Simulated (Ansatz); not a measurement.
# Grüneisen parameters and expansion of NaH (Fm-3m), part 2 of 4

Which modes of NaH drive its thermal expansion?

Ansatz 0.2.0; DFT PBEsol, scalar-relativistic, plane waves, PAW.

So far. Step 2 (A first coarse run): The start is under -1.2 GPa at this level and looks like an insulator or semiconductor on this mesh. Step 4 (Tight relaxation): The residual pressure is 0.0054 GPa, small enough for phonons.

## (5) Phonons, V/V0 1

The same q-mesh and k-mesh are kept at every volume, so that much of their error can cancel in the differences.

input.yaml

```yaml
crystal:
  lattice:
    - [0.0, 2.3956887567, 2.3956887567]
    - [2.3956887567, 0.0, 2.3956887567]
    - [2.3956887567, 2.3956887567, 0.0]
  atoms:
    - { symbol: Na, position: [0.0, 0.0, 0.0] }
    - { symbol: H, position: [0.5, 0.5, 0.5] }
kpoints:
  mp_grid: { grid: [8, 8, 8] }
hamiltonian:
  xc: pbesol
scf:
  occupations: { method: fixed }
output:
  eigenvalues: true
phonons:
  method: dfpt
  dielectric: true
  rigid_motions: translations
  qmesh: [4, 4, 4]
  temperatures: { t_max: 1000, t_step: 50 }
  qpath:
    path:
      - [[0.0, 0.0, 0.0], [0.5, 0.0, 0.5], [0.625, 0.25, 0.625]]
      - [[0.375, 0.375, 0.75], [0.0, 0.0, 0.0], [0.5, 0.5, 0.5], [0.5, 0.25, 0.75], [0.5, 0.0, 0.5]]
    npoints: 10
```

Started as:

```bash
> ansatz run input.yaml --threads 2 --pin off --max-ram 5120MiB --backend cpu --events-out ev --progress --plain --runs-dir out
```

Numbers of over 12 decimals in the logs are rounded to 6 here.

The program printed:

```text
[...]
Crystal: 2 atoms, lattice volume = 27.499 Å³
Basis set: ecut = 420 eV, 537 PW (Γ), exchange–correlation on 48×48×48 points (8 copies of the dense FFT grid, shifted against one another)
Bands: 9, of which v1, the nominal top of the filled ones, is band 5 counted from 1 (4 counted from 0)
Symmetry: 48 space group operations
k-points: 59 of 512 (irreducible under 8 space group operations, time reversal used)
[...]
SCF iter   1: F=—  HF=-1491.914744 eV  |F-HF|=—  |Δ(HF+E_count)|=         —  Δρ=6.62e-3  dr2=1.03e-2  ethr=1.77e-3  ⟨swp⟩=4.3  Hψ=2964  notcnv=0  defer=110
[...]
SCF iter   6: F=-1491.910587 eV  HF=-1491.910587 eV  |F-HF|=1.23e-11  |Δ(HF+E_count)|=  9.21e-11  Δρ=3.53e-7  dr2=1.06e-11  ethr=1.00e-12  ⟨swp⟩=5.9  Hψ=3345  notcnv=0
SCF 1 converged in 6 iterations: F = -1491.910587 eV  dr2 = 1.06e-11
[...]
DFPT response loops at Γ: preconditioner auto → none (the input reference at scf.mixing.eps_inf says where Resta's filter doesn't serve); β = 0.50; Broyden in place of MSR1
── the response to a field inside a basis, on 8×8×8 k-points: an SCF that follows is theirs, and a resumed run solves both again ──
Bands: 6, of which v1, the nominal top of the filled ones, is band 5 counted from 1 (4 counted from 0)
k-points: 60 of 512 (irreducible under 12 space group operations)
[...]
Eigensolver: Dense (60 Hₖ)
SCF iter   1: F=—  HF=-1491.910745 eV  |F-HF|=—  |Δ(HF+E_count)|=         —  Δρ=2.36e-4  dr2=2.23e-6  ethr=1.00e-1
[...]
SCF iter   3: F=-1491.910750 eV  HF=-1491.910750 eV  |F-HF|=1.00e-9  |Δ(HF+E_count)|=   1.19e-6  Δρ=1.30e-5  dr2=9.73e-9  ethr=5.36e-9
SCF 1 converged in 3 iterations: F = -1491.910750 eV  dr2 = 9.73e-9
[...]
NSCF: frozen V_eff on 29 k-points
[...]
SCF converged after 6 iterations
Free energy (F): -1491.910587 eV
[...]
Internal energy: -1491.910587 eV  (E = F + TS)
E sigma→0 (E₀):  -1491.910587 eV
Fermi energy:    0.977836 eV
[...]
--- Band table (eV; the first three rows and the last of 59) ---
[...]
--- Phonons (Γ-DFPT): 2 representative perturbations + reference, on 59 of 512 k-points (Σ response iterations 7) ---
  k mesh reduced under 8 symmetry operations, with k and −k counted as one. Each operation leaves every solved perturbation unchanged. A smaller set is not considered because the run solves the response to a homogeneous field
  ASR residual: 2.067e-4 → 0.000e0 eV/Å²; symmetrization residual: 2.488e-7 eV/Å²
  ASR residual per site (eV/Å²): 1.62e-4 2.07e-4
  Γ frequencies (cm⁻¹): 0.00 0.00 0.00 519.44 519.44 519.44
  ε∞ (high-frequency dielectric tensor):
        3.250786    -0.000000    -0.000000
       -0.000000     3.250786    -0.000000
       -0.000000    -0.000000     3.250786
  ε⁰ (static dielectric tensor: ions relaxed, cell fixed):
        9.572577    -0.000000    -0.000000
       -0.000000     9.572577    -0.000000
       -0.000000    -0.000000     9.572577
  ε⁰ − ε∞ (ionic part):
        6.321791     0.000000    -0.000000
        0.000000     6.321791    -0.000000
       -0.000000    -0.000000     6.321791
  softest optical mode at Γ: 519.44 cm⁻¹; the repairs (sum rule, projections) moved no ω² at Γ by more than (7.49 cm⁻¹)²
  Born effective charges Z* (e; rows j = field, columns β = displacement):
    site 0:
         0.95943    0.00000   -0.00000
        -0.00000    0.95943   -0.00000
        -0.00000   -0.00000    0.95943
    site 1:
        -0.95943   -0.00000    0.00000
         0.00000   -0.95943    0.00000
         0.00000    0.00000   -0.95943
  Z* charge neutrality: 1.113e-4 e pre-enforcement
  solved inside a basis spanned on kpoints, on 8×8×8 k-points, its susceptibility summed on 12×12×12: ε∞ is read to err by 6.9e-3, Z* by 9.6e-3 e (field_mesh: kpoints solves on kpoints); Z* is corrected for what the basis lacks
  optical modes at Γ without the LO–TO term, one row a degenerate level:
      ω (cm⁻¹)  modes    IR ((D/Å)²/amu)
        519.44      3            65.9759
  optical modes at Γ + LO–TO along q̂ = [1.0000, 0.0000, 0.0000]:
      ω (cm⁻¹)  modes    IR ((D/Å)²/amu)
        519.44      2            43.9839
        891.36      1            21.9920
  optical modes at Γ + LO–TO along q̂ = [0.0000, 1.0000, 0.0000]:
      ω (cm⁻¹)  modes    IR ((D/Å)²/amu)
        519.44      2            43.9839
        891.36      1            21.9920
  optical modes at Γ + LO–TO along q̂ = [0.0000, 0.0000, 1.0000]:
      ω (cm⁻¹)  modes    IR ((D/Å)²/amu)
        519.44      2            43.9839
        891.36      1            21.9920
--- Phonons (arbitrary-q DFPT): 8 irreducible q on the 4×4×4 mesh ---
  q = [0.0000, 0.0000, 0.0000] (star 1, of the zone-centre solve; hermiticity 5.19e-7, symmetrization 2.39e-13): -0.00 -0.00 0.00 519.44 519.44 519.44
  q = [0.0000, 0.0000, 0.2500] (star 8, 2 solved perturbations on 288 of 512 k-point pairs; hermiticity 2.01e-7, symmetrization 9.68e-13): 92.71 92.71 166.43 554.81 554.81 885.30
[...]
q = [0.0000, 0.2500, 0.2500] (star 6, 4 solved perturbations in 528 linear systems a pass and spin channel, the states on 164 of 512 k-point pairs; hermiticity 2.24e-7, symmetrization 4.67e-13): 107.56 107.56 164.24 610.61 610.61 864.16
[...]
sum rule: each row above includes the acoustic sum rule's correction from the zone centre's row sums; it moved no ω² by more than (7.47 cm⁻¹)²
  mesh force constants: q→R imaginary residual 2.00e-18; ASR residual 2.067e-4 → 0.000e0 eV/Å²; symmetrization residual 2.220e-15 eV/Å²
  interpolated dispersion: 63 rows × 6 modes
  density of states and harmonic sums: on the 24×24×24 q-mesh, interpolated from the force constants of a 4×4×4 supercell (with the dipole–dipole term)
  largest difference from the sums on the solved wave vectors: F 1.03e-2 eV, S 1.44e-5 and C_V 3.93e-6 eV/K
  zero-point energy: 0.159460 eV/cell   skipped modes (ω ≤ 0): 3   left out of the sums: 3.62e-5 of the cell's modes: C_V's classical limit lies that fraction below 3 k_B per atom; for a crystal, a wire or a layer, F and S can be off by more, and a phonons.interpolated_qmesh denser along its periods is the remedy for the sampling
```

Elapsed: 45 s, on 2 threads of Arm Neoverse V1, shared host; peak memory 0.53 GiB.

This step gave:

| Item | Value |
| --- | --- |
| Γ frequencies | 0, 0, 0, 519.4, 519.4, 519.4 cm⁻¹ (negative: imaginary) |
| lowest frequency on the path | 0 cm⁻¹ |
| zero-point energy | 0.1595 eV/cell |
| point group | m-3m |
| highest frequency | 891.4 cm⁻¹ |
| Debye temperature from the second moment | 960 K |

LO-TO term included. Phonon branches along the path, in cm⁻¹:

| point | branch 1 | branch 2 | branch 3 | branch 4 | branch 5 | branch 6 |
| --- | --- | --- | --- | --- | --- | --- |
| Γ | 0 | 0 | 0 | 519 | 519 | 891 |
| halfway | 108 | 108 | 164 | 611 | 611 | 864 |
| X | 140 | 140 | 205 | 679 | 679 | 837 |
| halfway | 139 | 152 | 202 | 670 | 700 | 826 |
| U | 138 | 176 | 192 | 646 | 750 | 795 |
| jump to K | 138 | 176 | 192 | 646 | 750 | 795 |
| halfway | 105 | 125 | 176 | 556 | 625 | 868 |
| Γ | 0 | 0 | 0 | 519 | 519 | 891 |
| halfway | 93 | 93 | 166 | 555 | 555 | 885 |
| L | 124 | 124 | 239 | 586 | 586 | 875 |
| halfway | 134 | 154 | 213 | 618 | 689 | 834 |
| W | 154 | 180 | 180 | 684 | 761 | 761 |
| halfway | 147 | 154 | 199 | 682 | 703 | 816 |
| X | 140 | 140 | 205 | 679 | 679 | 837 |

The phonon branches as a text plot (rows in cm⁻¹):

```
    873 |********              **********************
    836 |        *******     **                      ***      ***
    799 |               *****                           *   **
    761 |                 **                             ***
    724 |               **  *                          **   **
    687 |         ******     **                       *  ********
    650 |       **      ***    *                    ** **
    613 |      *           **   *                  ****
    576 |    **              *** ***         *******
    539 | ***                   ******  *****
    501 |*                            **
    464 |
    427 |
    390 |
    353 |
    316 |
    279 |
    241 |                                      ******
    204 |        ***************             **      ****   *****
    167 |      **      ******** **          *         *********
    130 |   *** ***************** **       *  ***********     ***
     93 |  *****                *****     ****
     56 | **                      ****   **
     19 |**                          ****
         Γ           X  U|K            Γ         L        W     X
```

The phonon density of states has structure finer than the step of the table below, so its rows give means over 50 cm⁻¹, whole bins alone (the curve runs from 5 to 895 cm⁻¹). Peaks (cm⁻¹: height): 135.0: 0.0468, 195.0: 0.0355, 595.0: 0.0135, 865.0: 0.0134.

Tetrahedra on 24 24 24, mean over bins of 10 cm⁻¹. The phonon density of states by wavenumber; means over each step:

| wavenumber (cm⁻¹) | phonon density of states (1/cm⁻¹/cell) |
| --- | --- |
| 50 | 0.00139 |
| 100 | 0.0127 |
| 150 | 0.0277 |
| 200 | 0.0171 |
| 250 | 9.9e-4 |
| 300 | 0 |
| 350 | 0 |
| 400 | 0 |
| 450 | 0 |
| 500 | 1.4e-4 |
| 550 | 0.00499 |
| 600 | 0.0125 |
| 650 | 0.0124 |
| 700 | 0.00703 |
| 750 | 0.00299 |
| 800 | 0.00529 |
| 850 | 0.0120 |

Harmonic. Thermo, by row:

| T (K) | F_vib (meV/atom) | S (J/mol-atom/K) | C_V (J/mol-atom/K) |
| --- | --- | --- | --- |
| 0 | 79.73 | 0 | 0 |
| 50 | 79.57 | 1.275 | 3.51 |
| 100 | 77.85 | 5.486 | 8.567 |
| 150 | 73.94 | 9.495 | 11.23 |
| 200 | 68.09 | 13.04 | 13.47 |
| 250 | 60.48 | 16.26 | 15.48 |
| 300 | 51.27 | 19.24 | 17.18 |
| 350 | 40.58 | 22 | 18.55 |
| 400 | 28.51 | 24.55 | 19.65 |
| 450 | 15.17 | 26.91 | 20.51 |
| 500 | 0.65 | 29.11 | 21.19 |
| 550 | -14.97 | 31.16 | 21.74 |
| 600 | -31.62 | 33.07 | 22.18 |
| 650 | -49.23 | 34.86 | 22.54 |
| 700 | -67.73 | 36.54 | 22.84 |
| 750 | -87.08 | 38.12 | 23.08 |
| 800 | -107.2 | 39.62 | 23.29 |
| 850 | -128.1 | 41.04 | 23.47 |
| 900 | -149.8 | 42.38 | 23.61 |
| 950 | -172.1 | 43.66 | 23.74 |
| 1000 | -195 | 44.88 | 23.85 |

The modes has structure finer than the step of the table below, so its rows give means over 50 cm⁻¹, whole bins alone (the curve runs from -10 to 928 cm⁻¹). Peaks (cm⁻¹: height): H 603.5: 0.0131, 863.1: 0.0129; Na 131.6: 0.0416, 196.5: 0.0286.

Phonopy on the run's constants, 21x21x21 mesh, Gaussian sigma 6.7 cm⁻¹. The modes by wavenumber; means over each step; values in 1/cm⁻¹/cell:

| wavenumber (cm⁻¹) | H | Na |
| --- | --- | --- |
| 50 | 4.4e-5 | 0.00140 |
| 100 | 1.4e-4 | 0.0129 |
| 150 | 1.1e-4 | 0.0271 |
| 200 | 6.2e-5 | 0.0170 |
| 250 | 2.1e-6 | 0.00115 |
| 300 | 0 | 0 |
| 350 | 0 | 0 |
| 400 | 0 | 0 |
| 450 | 0 | 0 |
| 500 | 2.0e-4 | 6.6e-6 |
| 550 | 0.00501 | 8.8e-5 |
| 600 | 0.0123 | 6.3e-5 |
| 650 | 0.0123 | 4.7e-5 |
| 700 | 0.00711 | 1.6e-5 |
| 750 | 0.00311 | 2.4e-7 |
| 800 | 0.00528 | 2.4e-6 |
| 850 | 0.0118 | 7.2e-5 |
| 900 | 0.00264 | 5.8e-5 |

Born charge (rows field, columns displacement) (e), principal values of the symmetric part by kind of site:

| atom | atoms with these values | low | middle | high | mean |
| --- | --- | --- | --- | --- | --- |
| Na1 | 1 | 0.9594 | 0.9594 | 0.9594 | 0.9594 |
| H2 | 1 | -0.9594 | -0.9594 | -0.9594 | -0.9594 |

In full for H2:

```
-0.9594  0.0000  0.0000
 0.0000 -0.9594  0.0000
 0.0000  0.0000 -0.9594
```

ε∞:

```
3.25 0.00 0.00
0.00 3.25 0.00
0.00 0.00 3.25
```

No LO-TO term. Modes at Γ, with each element's share of the kinetic energy:

| mode | frequency (cm⁻¹) | symmetry | Na % | H % |
| --- | --- | --- | --- | --- |
| 1 | 0.0 | T1u | 96 | 4 |
| 2 | 0.0 | T1u | 96 | 4 |
| 3 | 0.0 | T1u | 96 | 4 |
| 4 | 519.4 | T1u | 4 | 96 |
| 5 | 519.4 | T1u | 4 | 96 |
| 6 | 519.4 | T1u | 4 | 96 |

Displacements in mode 5 (519.4 cm⁻¹), the largest set to 1:
```
Na1  0.00 -0.04 -0.04
H2   0.00  0.98  1.00
```

No mode is imaginary beyond numerical noise at the solved wavevectors.

## (6) A cell at another volume, V/V0 1.015

Symmetry fixes every atom, so a single point at the scaled cell gives the energy and pressure of this member.

The cell differs from the one that the last finished run ended in (a 3.388 → 3.405 Å, b 3.388 → 3.405 Å, c 3.388 → 3.405 Å).

input.yaml, the sections that differ from step 5:

```yaml
crystal:
  lattice:
    - [0.0, 2.4076078024, 2.4076078024]
    - [2.4076078024, 0.0, 2.4076078024]
    - [2.4076078024, 2.4076078024, 0.0]
  atoms:
    - { symbol: Na, position: [0.0, 0.0, 0.0] }
    - { symbol: H, position: [0.5, 0.5, 0.5] }
output:
  forces: true
  stress: true
  eigenvalues: true
# kpoints, hamiltonian, scf: as in step 5
# phonons: removed
```

The program printed:

```text
[...]
Crystal: 2 atoms, lattice volume = 27.912 Å³
Basis set: ecut = 420 eV, 537 PW (Γ), exchange–correlation on 48×48×48 points (8 copies of the dense FFT grid, shifted against one another)
Bands: 9, of which v1, the nominal top of the filled ones, is band 5 counted from 1 (4 counted from 0)
Symmetry: 48 space group operations
[...]
k-points: 29 of 512
[...]
SCF iter   1: F=—  HF=-1491.914330 eV  |F-HF|=—  |Δ(HF+E_count)|=         —  Δρ=6.56e-3  dr2=1.03e-2  ethr=1.77e-3  ⟨swp⟩=4.3  Hψ=1457  notcnv=0  defer=53
[...]
SCF iter   6: F=-1491.910158 eV  HF=-1491.910158 eV  |F-HF|=1.25e-11  |Δ(HF+E_count)|=  1.07e-10  Δρ=3.42e-7  dr2=9.31e-12  ethr=5.04e-11  ⟨swp⟩=3.7  Hψ=1248  notcnv=0
SCF 1 converged in 6 iterations: F = -1491.910158 eV  dr2 = 9.31e-12
[...]
SCF converged after 6 iterations
Free energy (F): -1491.910158 eV
[...]
Internal energy: -1491.910158 eV  (E = F + TS)
E sigma→0 (E₀):  -1491.910158 eV
Fermi energy:    0.900417 eV
[...]
--- Stress (GPa, compression-positive) ---
       -0.342389       0.000000      -0.000000
        0.000000      -0.342389       0.000000
        0.000000      -0.000000      -0.342389
  P = ⅓ Tr σ = -0.3424 GPa (-3.424 kbar)
--- Band table (eV; the first three rows and the last of 29) ---
[...]
```

Elapsed: 0.43 s, on 2 threads; peak memory 0.24 GiB.

Numbers from this step:

```
pressure          : -0.3424 GPa
gap on the k-mesh : 3.584 eV
volume per atom   : 13.96 Å³
```

At this level the gap is 3.58 eV on the k-mesh of the self-consistent run, which can miss the band edges.

## (7) Lattice dynamics at this volume, V/V0 1.015

The same q-mesh and k-mesh are kept at every volume, so that much of their error can cancel in the differences.

input.yaml, the sections that differ from step 6:

```yaml
output:
  eigenvalues: true
phonons:
  method: dfpt
  dielectric: true
  rigid_motions: translations
  qmesh: [4, 4, 4]
  temperatures: { t_max: 1000, t_step: 50 }
  qpath:
    path:
      - [[0.0, 0.0, 0.0], [0.5, 0.0, 0.5], [0.625, 0.25, 0.625]]
      - [[0.375, 0.375, 0.75], [0.0, 0.0, 0.0], [0.5, 0.5, 0.5], [0.5, 0.25, 0.75], [0.5, 0.0, 0.5]]
    npoints: 10
# crystal, kpoints, hamiltonian, scf: as in step 6
```

The program printed:

```text
[...]
Crystal: 2 atoms, lattice volume = 27.912 Å³
Basis set: ecut = 420 eV, 537 PW (Γ), exchange–correlation on 48×48×48 points (8 copies of the dense FFT grid, shifted against one another)
Bands: 9, of which v1, the nominal top of the filled ones, is band 5 counted from 1 (4 counted from 0)
Symmetry: 48 space group operations
k-points: 59 of 512 (irreducible under 8 space group operations, time reversal used)
[...]
optical modes at Γ + LO–TO along q̂ = [0.0000, 1.0000, 0.0000]:
      ω (cm⁻¹)  modes    IR ((D/Å)²/amu)
        504.77      2            44.3834
        881.35      1            22.1917
  optical modes at Γ + LO–TO along q̂ = [0.0000, 0.0000, 1.0000]:
      ω (cm⁻¹)  modes    IR ((D/Å)²/amu)
        504.77      2            44.3834
        881.35      1            22.1917
--- Phonons (arbitrary-q DFPT): 8 irreducible q on the 4×4×4 mesh ---
[...]
interpolated dispersion: 63 rows × 6 modes
[...]
[key lines of the parts left out:]
SCF converged after 6 iterations
Free energy (F): -1491.910158 eV
Fermi energy:    0.900417 eV
```

Elapsed: 45 s, on 2 threads; peak memory 0.54 GiB; 88 s of CPU time.

No mode is imaginary beyond numerical noise at the solved wavevectors. The highest zone-centre mode (no LO–TO term) moved by -2.8 % for a volume change of +1.5 %.

## (8) A cell at another volume, V/V0 0.985

Symmetry fixes every atom, so a single point at the scaled cell gives the energy and pressure of this member.

The cell differs from the one that the last finished run ended in (a 3.405 → 3.371 Å, b 3.405 → 3.371 Å, c 3.405 → 3.371 Å).

input.yaml, the sections that differ from step 7:

```yaml
crystal:
  lattice:
    - [0.0, 2.3836499165, 2.3836499165]
    - [2.3836499165, 0.0, 2.3836499165]
    - [2.3836499165, 2.3836499165, 0.0]
  atoms:
    - { symbol: Na, position: [0.0, 0.0, 0.0] }
    - { symbol: H, position: [0.5, 0.5, 0.5] }
output:
  forces: true
  stress: true
  eigenvalues: true
# kpoints, hamiltonian, scf: as in step 7
# phonons: removed
```

The program printed:

```text
[...]
Crystal: 2 atoms, lattice volume = 27.087 Å³
Basis set: ecut = 420 eV, 531 PW (Γ), exchange–correlation on 48×48×48 points (8 copies of the dense FFT grid, shifted against one another)
Bands: 9, of which v1, the nominal top of the filled ones, is band 5 counted from 1 (4 counted from 0)
Symmetry: 48 space group operations
[...]
k-points: 29 of 512
[...]
Free energy (F): -1491.910097 eV
[...]
Internal energy: -1491.910097 eV  (E = F + TS)
E sigma→0 (E₀):  -1491.910097 eV
Fermi energy:    1.057784 eV
[...]
--- Stress (GPa, compression-positive) ---
        0.378298       0.000000      -0.000000
       -0.000000       0.378298       0.000000
        0.000000       0.000000       0.378298
  P = ⅓ Tr σ = 0.3783 GPa (3.783 kbar)
--- Band table (eV; the first three rows and the last of 29) ---
[...]
[key lines of the parts left out:]
SCF converged after 6 iterations
```

The job ended after 0.44 s (2 threads; peak memory 0.25 GiB; 0.71 s of CPU time).

The run ends at a pressure of 0.38 GPa.

[end of part 2 of 4]

[Logs are printed without paths, hosts, clocks, repeated set-up lines and the standing remarks that a program may print on its own settings, such as how far it seeks lower states.]

[Hosts, paths, dates, database ids (printed as entryN), source tags and the programs' standing remarks are cut or masked in the printed files.]

[A step with changed settings may run another functional than the one named; its input shows which.]

[Of the runs on displaced cells, only some may be shown.]
